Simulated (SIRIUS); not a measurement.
# BP (F-43m) in SIRIUS: equation of state

Aim: energy against volume of BP in PBEsol, for its equilibrium volume and stiffness.

Program: SIRIUS 7.12.0. These are calculated values, not measurements. Logs are shortened: lines on timing, memory, paths and dates and some standing lists are left out, and cuts for length are marked. The log counts tension as positive stress, the text compression.

**What was measured.**

From “Equation of state of single-crystal cubic boron phosphide”, 2014, arxiv:1407.1677, for a bulk crystal of BP at 300 K: bulk modulus 179 ± 1 GPa.

How close the calculation comes is told below.

## (1) Starting point

The structure is cubic, space group F-43m (No. 216). The conventional cell has a = 4.538 Å, b = 4.538 Å, c = 4.538 Å, α = 90.00°, β = 90.00°, γ = 90.00°. P (site symmetry -43m) is surrounded by 4 B at 1.97 Å. B (site symmetry -43m) has 4 P at 1.97 Å as nearest neighbours.

## (2) Single point, PBEsol, 10.98 Å³/atom (volume scaled by 0.94)

Contents of sirius.json:

```json
{
  "control": {
    "processing_unit": "cpu",
    "verbosity": 2,
    "num_bands_to_print": 10,
    "print_forces": true,
    "print_stress": true
  },
  "parameters": {
    "electronic_structure_method": "pseudopotential",
    "xc_functionals": ["XC_GGA_X_PBE_SOL", "XC_GGA_C_PBE_SOL"],
    "gk_cutoff": 8.8,
    "pw_cutoff": 17.6,
    "ngridk": [10, 10, 10],
    "shiftk": [0, 0, 0],
    "smearing": "fermi_dirac",
    "smearing_width": 0.0018374661,
    "num_bands": 10,
    "num_mag_dims": 0,
    "num_dft_iter": 100,
    "energy_tol": 1e-08,
    "density_tol": 1e-06
  },
  "iterative_solver": {
    "type": "davidson",
    "min_tolerance": 1e-10
  },
  "mixer": {
    "type": "anderson",
    "beta": 0.7,
    "max_history": 8
  },
  "settings": {
    "tol_ne": 1e-10,
    "pseudo_grid_cutoff": 6.5
  },
  "unit_cell": {
    "lattice_vectors": [
      [0.0, 0.707106781187, 0.707106781187],
      [0.707106781187, 0.0, 0.707106781187],
      [0.707106781187, 0.707106781187, 0.0]
    ],
    "lattice_vectors_scale": 5.9400620086,
    "atom_coordinate_units": "lattice",
    "atom_types": ["P", "B"],
    "atom_files": {
      "P": "P.json",
      "B": "B.json"
    },
    "atoms": {
      "P": [
        [0.75, 0.75, 0.75]
      ],
      "B": [
        [0.0, 0.0, 0.0]
      ]
    }
  }
}
```

Potentials or basis: PseudoDojo 0.4.1 PBEsol standard (scalar relativistic).

On the command line:

```console
$ upf_to_json P.upf
$ upf_to_json B.upf
$ OMP_NUM_THREADS=1 sirius.scf --input=sirius.json --output=out.json --task=0
```

Standard output:

```text
[info] SIRIUS version : 7.12.0
[info] number of MPI ranks           : 1
[info] MPI grid                      : 1 1
[info] maximum number of OMP threads : 1
[fft] FFT context for density and potential
[fft] =====================================
[fft]   comm size                             : 1
[fft]   plane wave cutoff                     : 17.6
[fft]   grid size                             : 36 36 36   total : 46656
[fft]   grid limits                           : -17 18   -17 18   -17 18
[fft]   number of G-vectors within the cutoff : 6818
[fft]   local number of G-vectors             : 6818
[fft]   number of G-shells                    : 400
[fft] FFT context for coarse grid
[fft] =====================================
[fft]   comm size                             : 1
[fft]   plane wave cutoff                     : 17.6
[fft]   grid size                             : 36 36 36   total : 46656
[fft]   grid limits                           : -17 18   -17 18   -17 18
[fft]   number of G-vectors within the cutoff : 6818
[fft]   local number of G-vectors             : 6818
[fft]   number of G-shells                    : 400
[unit cell] lattice vectors
[unit cell]   a1 :       0.0000000000      4.2002581270      4.2002581270
[unit cell]   a2 :       4.2002581270      0.0000000000      4.2002581270
[unit cell]   a3 :       4.2002581270      4.2002581270      0.0000000000
[unit cell] reciprocal lattice vectors
[unit cell]   b1 :      -0.7479522826      0.7479522826      0.7479522826
[unit cell]   b2 :       0.7479522826     -0.7479522826      0.7479522826
[unit cell]   b3 :       0.7479522826      0.7479522826     -0.7479522826
[unit cell] unit cell volume :       148.20332184 [a.u.^3]
[unit cell] 1/sqrt(omega)    :         0.08214309
[unit cell] MT volume        :         0.00000000 ( 0.00%)
[unit cell] IT volume        :       148.20332184 (100.00%)
[unit cell] number of atom types : 2
[unit cell] type id : 0 symbol :  P mt_radius :  12.970000 num_atoms : 1
[unit cell] type id : 1 symbol :  B mt_radius :  15.330000 num_atoms : 1
[unit cell] total number of atoms : 2
[unit cell] number of symmetry classes : 2
[unit cell] number of PAW atoms : 0
[unit cell] atom id  type id  class id             position                      vector_field
[unit cell] ------------------------------------------------------------------------------------------
[unit cell]      0        0        0      0.75000   0.75000   0.75000      0.00000   0.00000   0.00000
[unit cell]      1        1        1      0.00000   0.00000   0.00000      0.00000   0.00000   0.00000
[unit cell] atom id         position (Cartesian, a.u.)
[unit cell] ---------------------------------------------
[unit cell]      0       6.300387    6.300387    6.300387
[... 325 lines left out ...]
[find] xc contribution                :      -3.34338841
[find] ewald contribution             :     -10.71025781
[find] PAW contribution               :       0.00000000
[find] smearing (-TS)                 :      -0.00000001
[find] SCF correction                 :      -0.00000000
[find] Total energy                   :      -9.88900482 (Ha),     -19.77800964 (Ry)
[find] Free energy (E-TS)             :      -9.88900483 (Ha),     -19.77800966 (Ry)
[find] band gap (eV)                  :       1.05796920
[find] Efermi                         :       0.38853774
[find] iteration : 12, RMS (target) : 7.2017e-07 (1.0000e-06) , energy difference (target) : -8.3960e-11 (1.0000e-08)
[find] bands are converged : true
[find] iterative solver converged : false
[find] converged after 13 SCF iterations!
[find] Charges and magnetic moments
[find] --------------------------------------------------------------------------------
[find] total charge          : 8.000000
[find] Energy
[find] --------------------------------------------------------------------------------
[find] valence_eval_sum               :       0.97106446
[find] <rho|V^{XC}>                   :      -3.78487369
[find] <rho|E^{XC}>                   :      -3.34338841
[find] <mag|B^{XC}>                   :       0.00000000
[find] <rho|V^{H}>                    :       1.18259351
[find] one-electron contribution      :       3.57334464 (Ha),       7.14668928 (Ry)
[find] hartree contribution           :       0.59129676
[find] xc contribution                :      -3.34338841
[find] ewald contribution             :     -10.71025781
[find] PAW contribution               :       0.00000000
[find] smearing (-TS)                 :      -0.00000001
[find] SCF correction                 :      -0.00000000
[find] Total energy                   :      -9.88900482 (Ha),     -19.77800964 (Ry)
[find] Free energy (E-TS)             :      -9.88900483 (Ha),     -19.77800966 (Ry)
[find] band gap (eV)                  :       1.05796920
[find] Efermi                         :       0.38853774
[ground_state] === stress tensor components [kbar] ===
[ground_state] === stress_kin ===
[ground_state] -6290.297260   -0.000000    0.000000
[ground_state]    -0.000000-6290.297260    0.000000
[ground_state]     0.000000    0.000000-6290.297260
[ground_state] === stress_har ===
[ground_state]  -391.276630    0.000000    0.000000
[ground_state]     0.000000 -391.276630    0.000000
[ground_state]     0.000000    0.000000 -391.276630
[ground_state] === stress_ewald ===
[ground_state]  7087.259551    0.000000    0.000000
[ground_state]     0.000000 7087.259551   -0.000000
[ground_state]     0.000000   -0.000000 7087.259551
[ground_state] === stress_vloc ===
[ground_state]   558.596553    0.000000    0.000000
[ground_state]     0.000000  558.596553    0.000000
[ground_state]     0.000000    0.000000  558.596553
[ground_state] === stress_xc ===
[ground_state]   878.870521   -0.000000    0.000000
[ground_state]    -0.000000  878.870521    0.000000
[ground_state]     0.000000    0.000000  878.870521
[ground_state] === stress_core ===
[ground_state]  1053.722125    0.000000    0.000000
[ground_state]     0.000000 1053.722125    0.000000
[ground_state]     0.000000    0.000000 1053.722125
[ground_state] === stress_nonloc ===
[ground_state] -2990.340892    0.000000    0.000000
[ground_state]     0.000000-2990.340892    0.000000
[ground_state]     0.000000    0.000000-2990.340892
[ground_state] === stress_us_nl ===
[ground_state] -2990.340892    0.000000    0.000000
[ground_state]     0.000000-2990.340892    0.000000
[ground_state]     0.000000    0.000000-2990.340892
[ground_state] === stress_total ===
[ground_state]   -93.466031   -0.000000    0.000000
[ground_state]    -0.000000  -93.466031    0.000000
[ground_state]     0.000000    0.000000  -93.466031
[ground_state] ==== total Forces in Ha/bohr =====
[ground_state] atom:    0, force:       0.0000000      0.0000000     -0.0000000
[ground_state] atom:    1, force:      -0.0000000      0.0000000     -0.0000000
[ground_state] ==== ultrasoft contribution from Qij =====
[ground_state] atom:    0, force:       0.0000000      0.0000000      0.0000000
[ground_state] atom:    1, force:       0.0000000      0.0000000      0.0000000
[ground_state] ==== non-local contribution from Beta-projector =====
[ground_state] atom:    0, force:       0.0000000      0.0000000     -0.0000000
[ground_state] atom:    1, force:      -0.0000000      0.0000000      0.0000000
[ground_state] ==== contribution from local potential =====
[ground_state] atom:    0, force:      -0.0000000     -0.0000000      0.0000000
[ground_state] atom:    1, force:       0.0000000      0.0000000      0.0000000
[ground_state] ==== contribution from core density =====
[ground_state] atom:    0, force:       0.0000000      0.0000000      0.0000000
[ground_state] atom:    1, force:       0.0000000      0.0000000     -0.0000000
[ground_state] ==== Ewald forces from ions =====
[ground_state] atom:    0, force:       0.0000000      0.0000000     -0.0000000
[ground_state] atom:    1, force:       0.0000000      0.0000000      0.0000000
[~DFT_ground_state] local op. applied: 14273
[~DFT_ground_state] evp. work count: 6194.78
[~DFT_ground_state] number of iterative solver steps: 1402
```

Wall time 8.9 s (1 thread of AMD EPYC 9R45 (Zen 5), shared host); peak memory 0.21 GiB.

Results:

| Quantity | Value |
| --- | --- |
| Free energy | -269.0935 eV |
| Pressure | 9.3 GPa |
| Band gap on the k mesh | 1.06 eV |

## (3) Single point, PBEsol, 11.21 Å³/atom (volume scaled by 0.96)

sirius.json: that of step 2 with these lines changed.

```diff
@@ -42,3 +42,3 @@
     ],
-    "lattice_vectors_scale": 5.9400620086,
+    "lattice_vectors_scale": 5.9818948095,
     "atom_coordinate_units": "lattice",
```

Potentials or basis: PseudoDojo 0.4.1 PBEsol standard (scalar relativistic).

On the command line:

```console
$ upf_to_json P.upf
$ upf_to_json B.upf
$ OMP_NUM_THREADS=1 sirius.scf --input=sirius.json --output=out.json --task=0
```

Wall time 8.4 s (1 thread of AMD EPYC 9R45 (Zen 5), shared host); peak memory 0.21 GiB.

The run converged. Its results:

```yaml
Free_energy: -269.1147 eV
Pressure: 5.2 GPa
Band_gap_on_the_k_mesh: 1.09 eV
```

## (4) Single point, PBEsol, 11.45 Å³/atom (volume scaled by 0.98)

sirius.json: that of step 3 with these lines changed.

```diff
@@ -42,3 +42,3 @@
     ],
-    "lattice_vectors_scale": 5.9818948095,
+    "lattice_vectors_scale": 6.02315056,
     "atom_coordinate_units": "lattice",
```

On the command line:

```console
$ upf_to_json P.upf
$ upf_to_json B.upf
$ OMP_NUM_THREADS=1 sirius.scf --input=sirius.json --output=out.json --task=0
```

It took 8.2 s on 1 thread of AMD EPYC 9R45 (Zen 5), shared host; peak memory 0.21 GiB.

It converged, with:

```yaml
Free_energy: -269.1245 eV
Pressure: 1.5 GPa
Band_gap_on_the_k_mesh: 1.11 eV
```

## (5) Single point, PBEsol, 11.92 Å³/atom (volume scaled by 1.02)

sirius.json: that of step 4 with these lines changed.

```diff
@@ -42,3 +42,3 @@
     ],
-    "lattice_vectors_scale": 6.02315056,
+    "lattice_vectors_scale": 6.104007867,
     "atom_coordinate_units": "lattice",
```

On the command line:

```console
$ upf_to_json P.upf
$ upf_to_json B.upf
$ OMP_NUM_THREADS=1 sirius.scf --input=sirius.json --output=out.json --task=0
```

Wall time 9.9 s (1 thread of AMD EPYC 9R45 (Zen 5), shared host); peak memory 0.22 GiB.

It converged, with:

```
Free energy            : -269.1138 eV
Pressure               : -5.0 GPa
Band gap on the k mesh : 1.16 eV
```

## (6) Single point, PBEsol, 12.15 Å³/atom (volume scaled by 1.04)

sirius.json: that of step 5 with these lines changed.

```diff
@@ -42,3 +42,3 @@
     ],
-    "lattice_vectors_scale": 6.104007867,
+    "lattice_vectors_scale": 6.1436453925,
     "atom_coordinate_units": "lattice",
```

Potentials or basis: PseudoDojo 0.4.1 PBEsol standard (scalar relativistic).

On the command line:

```console
$ upf_to_json P.upf
$ upf_to_json B.upf
$ OMP_NUM_THREADS=1 sirius.scf --input=sirius.json --output=out.json --task=0
```

It took 11 s on 1 thread of AMD EPYC 9R45 (Zen 5), shared host; peak memory 0.23 GiB.

The run converged. Its results:

| Quantity | Value |
| --- | --- |
| Free energy | -269.0952 eV |
| Pressure | -7.8 GPa |
| Band gap on the k mesh | 1.19 eV |

[end of part 1 of 2]
